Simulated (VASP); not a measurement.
# Li (R-3m) in VASP: settings compared

The runs below take Li through relaxation of cell and atoms, single point, with r2SCAN, PBE, RPBE.

All numbers are computed with VASP 6.6.1; they aren't measurements. Logs are shortened: lines on timing, memory, paths and dates and some standing lists are left out, and cuts for length are marked.

## 1. Starting point

The structure is trigonal, space group R-3m (No. 166). Conventional cell: a = 3.101 Å, b = 3.101 Å, c = 22.765 Å, α = 90.00°, β = 90.00°, γ = 120.00°. Li (site symmetry 3m) is surrounded by 12 Li at 3.09 to 3.10 Å. Around Li (site symmetry -3m) lie 12 Li at 3.10 Å.

This isn't the form of Li at room conditions, which is bcc.

## 2. Relaxation of cell and atoms, r2SCAN, collinear spin, ferromagnetic start

The input, INCAR:

```
PREC     = Accurate       # precision mode
ENCUT    = 580            # plane-wave cutoff, eV
EDIFF    = 1E-6           # SCF threshold, eV
ISMEAR   = -1             # smearing method
SIGMA    = 0.05           # smearing width, eV
LREAL    = F              # projectors in reciprocal space
LASPH    = T              # aspherical terms in the spheres
NELM     = 100            # most SCF steps
ALGO     = Normal         # electronic algorithm
ISIF     = 3              # what is computed and relaxed
LWAVE    = F              # write WAVECAR
LCHARG   = F              # write CHGCAR
ISPIN    = 2              # spin polarisation
MAGMOM   = 0.5 0.5 0.5 0.5 0.5 0.5 0.5 0.5 0.5 # initial moments
LORBIT   = 11             # projections on sites
METAGGA  = R2SCAN         # meta-GGA
LMIXTAU  = T            
IBRION   = 2              # ionic algorithm
NSW      = 60             # ionic steps
EDIFFG   = -0.02          # ionic threshold
```

The input, Li.cif:

```cif
data_Li
_cell_length_a 3.10100000
_cell_length_b 3.10100000
_cell_length_c 22.76490000
_cell_angle_alpha 90.00000000
_cell_angle_beta 90.00000000
_cell_angle_gamma 120.00000000
_space_group_name_H-M_alt 'R-3m'
_space_group_name_Hall '-R 3 2"'
_space_group_IT_number 166
loop_
_space_group_symop_operation_xyz
'x,y,z'
'-x,-y,-z'
'-y,x-y,z'
'y,-x+y,-z'
'-x+y,-x,z'
'x-y,x,-z'
'y,x,-z'
'-y,-x,z'
'x-y,-y,-z'
'-x+y,y,z'
'-x,-x+y,-z'
'x,x-y,z'
'x+2/3,y+1/3,z+1/3'
'-x+2/3,-y+1/3,-z+1/3'
'-y+2/3,x-y+1/3,z+1/3'
'y+2/3,-x+y+1/3,-z+1/3'
'-x+y+2/3,-x+1/3,z+1/3'
'x-y+2/3,x+1/3,-z+1/3'
'y+2/3,x+1/3,-z+1/3'
'-y+2/3,-x+1/3,z+1/3'
'x-y+2/3,-y+1/3,-z+1/3'
'-x+y+2/3,y+1/3,z+1/3'
'-x+2/3,-x+y+1/3,-z+1/3'
'x+2/3,x-y+1/3,z+1/3'
'x+1/3,y+2/3,z+2/3'
'-x+1/3,-y+2/3,-z+2/3'
'-y+1/3,x-y+2/3,z+2/3'
'y+1/3,-x+y+2/3,-z+2/3'
'-x+y+1/3,-x+2/3,z+2/3'
'x-y+1/3,x+2/3,-z+2/3'
'y+1/3,x+2/3,-z+2/3'
'-y+1/3,-x+2/3,z+2/3'
'x-y+1/3,-y+2/3,-z+2/3'
'-x+y+1/3,y+2/3,z+2/3'
'-x+1/3,-x+y+2/3,-z+2/3'
'x+1/3,x-y+2/3,z+2/3'
loop_
_atom_site_label
_atom_site_type_symbol
_atom_site_symmetry_multiplicity
_atom_site_Wyckoff_symbol
_atom_site_fract_x
_atom_site_fract_y
_atom_site_fract_z
_atom_site_occupancy
Li1 Li 6 c 0.0000000000 0.0000000000 0.7780000000 1
Li2 Li 3 a 0.0000000000 0.0000000000 0.0000000000 1
```

The input, KPOINTS:

```
Automatic mesh
0
Gamma
  10 10 2
```

The input, POSCAR:

```
Li
 1.0000000000000000
     3.1010000000000000    0.0000000000000000    0.0000000000000000
    -1.5504999999999993    2.6855447771355445    0.0000000000000000
     0.0000000000000000    0.0000000000000000   22.7649000000000008
 Li 
   9
Cartesian
  0.0000000000000000  0.0000000000000000 17.7110921999999995
  0.0000000000000000  0.0000000000000000  5.0538078000000022
  1.5505000000000000  0.8951815923785148  2.5344921999999990
  1.5505000000000000  0.8951815923785148 12.6421078000000033
  0.0000000000000004  1.7903631847570296 10.1227921999999975
  0.0000000000000004  1.7903631847570296 20.2304078000000018
  0.0000000000000000  0.0000000000000000  0.0000000000000000
  1.5505000000000000  0.8951815923785148  7.5883000000000003
  0.0000000000000004  1.7903631847570296 15.1766000000000005
```

Potentials or basis: VASP PAW PBE potentials, release 64 (Li).

The run is started by

```console
> ase convert -i cif -o vasp Li.cif POSCAR
> cat potpaw_PBE.64/Li/POTCAR > POTCAR
> mpirun -np 1 vasp_std > vasp.out
```

OUTCAR:

```text
PREC = Accurate
   ENCUT = 580
   EDIFF = 1E-6
   ISMEAR = -1
   LREAL = F
   LASPH = T
   NELM = 100
   ISIF = 3
   ISPIN = 2
   LORBIT = 11
   METAGGA = R2SCAN
   IBRION = 2
   NSW = 60
   EDIFFG = -0.02

 ion  position               nearest neighbor table
   1  0.000  0.000  0.778-   6 3.09   6 3.09   6 3.09   9 3.10   9 3.10   9 3.10
   2  0.000  0.000  0.222-   3 3.09   3 3.09   3 3.09   8 3.10   8 3.10   8 3.10
   3  0.667  0.333  0.111-   2 3.09   2 3.09   2 3.09   7 3.10   7 3.10   7 3.10
   4  0.667  0.333  0.555-   5 3.09   5 3.09   5 3.09   9 3.10   9 3.10   9 3.10
   5  0.333  0.667  0.445-   4 3.09   4 3.09   4 3.09   8 3.10   8 3.10   8 3.10
   6  0.333  0.667  0.889-   1 3.09   1 3.09   1 3.09   7 3.10   7 3.10   7 3.10
   7  0.000  0.000  0.000-   3 3.10   6 3.10   3 3.10   6 3.10   3 3.10   6 3.10
   8  0.667  0.333  0.333-   5 3.10   5 3.10   5 3.10   2 3.10   2 3.10   2 3.10
   9  0.333  0.667  0.667-   4 3.10   4 3.10   4 3.10   1 3.10   1 3.10   1 3.10

  LATTYP: Found a hexagonal cell.
 ALAT       =     3.1010000000
 C/A-ratio  =     7.3411480168

  Lattice vectors:

 A1 = (   3.1010000000,   0.0000000000,   0.0000000000)
 A2 = (  -1.5505000000,   2.6855447771,   0.0000000000)
 A3 = (   0.0000000000,   0.0000000000,  22.7649000000)

Analysis of symmetry for initial positions (statically):
=====================================================================
 Subroutine PRICEL returns following result:

  LATTYP: Found a trigonal (rhomboedric) cell.
 ALAT       =     7.7966465370
 COS(alpha) =     0.9209033946
[... 12 lines left out ...]
 Subroutine GETGRP returns: Found 12 space group operations
 (whereof 12 operations were pure point group operations)
 out of a pool of 24 trial point group operations.

The static configuration has the point symmetry D_3d.

Analysis of symmetry for dynamics (positions and initial velocities):
=====================================================================
 Subroutine PRICEL returns following result:

  LATTYP: Found a trigonal (rhomboedric) cell.
 ALAT       =     7.7966465370
 COS(alpha) =     0.9209033946
[... 12 lines left out ...]
 Subroutine GETGRP returns: Found 12 space group operations
 (whereof 12 operations were pure point group operations)
 out of a pool of 24 trial point group operations.

The dynamic configuration has the point symmetry D_3d.

Analysis of structural, dynamic, and magnetic symmetry:
=====================================================================
 Subroutine PRICEL returns following result:

  LATTYP: Found a trigonal (rhomboedric) cell.
 ALAT       =     7.7966465370
 COS(alpha) =     0.9209033946
[... 12 lines left out ...]
 Subroutine GETGRP returns: Found 12 space group operations
 (whereof 12 operations were pure point group operations)
 out of a pool of 24 trial point group operations.

The overall configuration has the point symmetry D_3d.

 Subroutine INISYM returns: Found 12 space group operations
 (whereof 12 operations are pure point group operations),
 and found     3 'primitive' translations

----------------------------------------------------------------------------------------

                                     Primitive cell

  volume of cell :      63.1944

  direct lattice vectors                    reciprocal lattice vectors
     1.550500000 -0.895181592 -7.588300000     0.322476620 -0.186181964 -0.043927274
    -1.550500000 -0.895181592 -7.588300000    -0.322476620 -0.186181964 -0.043927274
     0.000000000  1.790363185 -7.588300000    -0.000000000  0.372363927 -0.043927274

  length of vectors
     7.796646537  7.796646537  7.796646537     0.374945996  0.374945996  0.374945996

  position of ions in fractional coordinates (direct lattice)
     0.222000000  0.222000000  0.222000000
     0.778000000  0.778000000  0.778000000
     0.000000000  0.000000000  0.000000000

  ion indices of the primitive-cell ions
   primitive index   ion index
                 1           1
                 2           2
                 3           7

[... 49 lines left out ...]
      1       0.0521      0.98872
      2       0.0960      0.97327
      3       0.4169      0.05609
      4       0.5461      0.00447
      5       1.1123      0.00000
      6       1.3024      0.00000
      7       1.7910      0.00000
      8       1.9956      0.00000
      9       2.0744      0.00000
     10       3.8220      0.00000
     11       4.0560      0.00000

 [... further k-points ...]

 spin component 2

 k-point     1 :       0.0000    0.0000    0.0000
  band No.  band energies     occupation
      1      -3.5218      1.00000
      2      -3.2803      1.00000
      3      -3.2803      1.00000
      4      -2.5583      1.00000
      5      -2.5583      1.00000
      6      -1.3812      1.00000
      7      -1.3808      1.00000
      8       0.0319      0.99244
      9       0.0319      0.99244
     10       3.8154      0.00000
     11       3.8154      0.00000
[... 310 lines left out ...]
  band No.  band energies     occupation
      1       0.0534      0.98842
      2       0.0973      0.97260
      3       0.4186      0.05432
      4       0.5477      0.00433
      5       1.1145      0.00000
      6       1.3045      0.00000
      7       1.7934      0.00000
      8       1.9979      0.00000
      9       2.0767      0.00000
     10       3.8263      0.00000
     11       4.0607      0.00000

 [... further k-points ...]
[... 5 lines left out ...]
  --------------------------------------------------------------------------------------
  -------------------------------------------------------------------------------------
  Total        0.0445546      0.0445546     -0.1669535     -0.0000000      0.0000000      0.0000000
  in kB        0.3765331      0.3765331     -1.4109328     -0.0000000      0.0000000      0.0000000
  external PRESSURE =      -0.2192889 kB  Pullay stress =       0.0000000 kB

 VOLUME and BASIS-vectors are now :
 -----------------------------------------------------------------------------
  energy-cutoff  :      580.00
  volume of cell :      189.58
      direct lattice vectors                 reciprocal lattice vectors
     3.101000000  0.000000000  0.000000000     0.322476620  0.186181964  0.000000000
    -1.550500000  2.685544777  0.000000000     0.000000000  0.372363927  0.000000000
     0.000000000  0.000000000 22.764900000     0.000000000  0.000000000  0.043927274

 POSITION                                       TOTAL-FORCE (eV/Angst)
 -----------------------------------------------------------------------------------
      0.00000      0.00000     17.71109         0.000000     -0.000000     -0.009488
      0.00000      0.00000      5.05381        -0.000000      0.000000      0.009488
      1.55050      0.89518      2.53449         0.000000     -0.000000     -0.009488
      1.55050      0.89518     12.64211        -0.000000      0.000000      0.009488
      0.00000      1.79036     10.12279         0.000000     -0.000000     -0.009488
      0.00000      1.79036     20.23041        -0.000000      0.000000      0.009488
      0.00000      0.00000      0.00000        -0.000000     -0.000000      0.000000
      1.55050      0.89518      7.58830        -0.000000     -0.000000     -0.000000
      0.00000      1.79036     15.17660        -0.000000     -0.000000      0.000000
 -----------------------------------------------------------------------------------
    total drift:                                0.000000      0.000000      0.000000

  FREE ENERGIE OF THE ION-ELECTRON SYSTEM (eV)
  ---------------------------------------------------
  free  energy   TOTEN  =       -21.0950455804 eV

  energy  without entropy=      -21.0588689042  energy(sigma->0) =      -21.07695724

 reached required accuracy - stopping structural energy minimisation

 total charge

# of ion       s       p       d       tot
------------------------------------------
    1        0.117   0.090   0.000   0.207
    2        0.117   0.090   0.000   0.207
    3        0.117   0.090   0.000   0.207
    4        0.117   0.090   0.000   0.207
    5        0.117   0.090   0.000   0.207
    6        0.117   0.090   0.000   0.207
    7        0.116   0.090   0.000   0.206
    8        0.116   0.090   0.000   0.206
    9        0.116   0.090   0.000   0.206
--------------------------------------------------
tot          1.049   0.813   0.000   1.863

 magnetization (x)

# of ion       s       p       d       tot
------------------------------------------
    1        0.000   0.000   0.000   0.000
    2        0.000   0.000   0.000   0.000
    3        0.000   0.000   0.000   0.000
    4        0.000   0.000   0.000   0.000
    5        0.000   0.000   0.000   0.000
    6        0.000   0.000   0.000   0.000
    7        0.000   0.000   0.000   0.000
    8        0.000   0.000   0.000   0.000
    9        0.000   0.000   0.000   0.000
--------------------------------------------------
tot          0.000   0.000   0.000   0.000
```

Wall time 18 min (1 thread of AMD EPYC 9R45 (Zen 5), shared host); peak memory 0.49 GiB.

What came out:

```yaml
Free_energy: -21.0950 eV
Pressure_after_relaxing: 0.0 GPa
Largest_force_after_relaxing: 0.009 eV/Å
Band_gap_on_the_k_mesh: none (metal or under the smearing width)
Net_moment: 0.00 μB per cell
Valence_electrons_inside_the_program's_atomic_spheres: Li 0.21
```

Forces on the atoms (eV/Å):
```
Li   0.000  0.000 -0.009
Li   0.000  0.000  0.009
Li   0.000  0.000 -0.009
Li   0.000  0.000  0.009
Li   0.000  0.000 -0.009
Li   0.000  0.000  0.009
Li   0.000  0.000  0.000
Li   0.000  0.000  0.000
Li   0.000  0.000  0.000
```

Final structure:
```
CELL_PARAMETERS angstrom
3.10100 0.00000 0.00000
-1.55050 2.68554 0.00000
0.00000 0.00000 22.76490
ATOMIC_POSITIONS crystal
Li 0.00000 0.00000 0.77800
Li 0.00000 0.00000 0.22200
Li 0.66667 0.33333 0.11133
Li 0.66667 0.33333 0.55533
Li 0.33333 0.66667 0.44467
Li 0.33333 0.66667 0.88867
Li 0.00000 0.00000 0.00000
Li 0.66667 0.33333 0.33333
Li 0.33333 0.66667 0.66667
```

Caveat: the relaxation stopped at its first step, so nothing moved; the PAW data sets were made with another functional, which shifts forces and pressure a little.

(Part 1 of 2 ends here.)
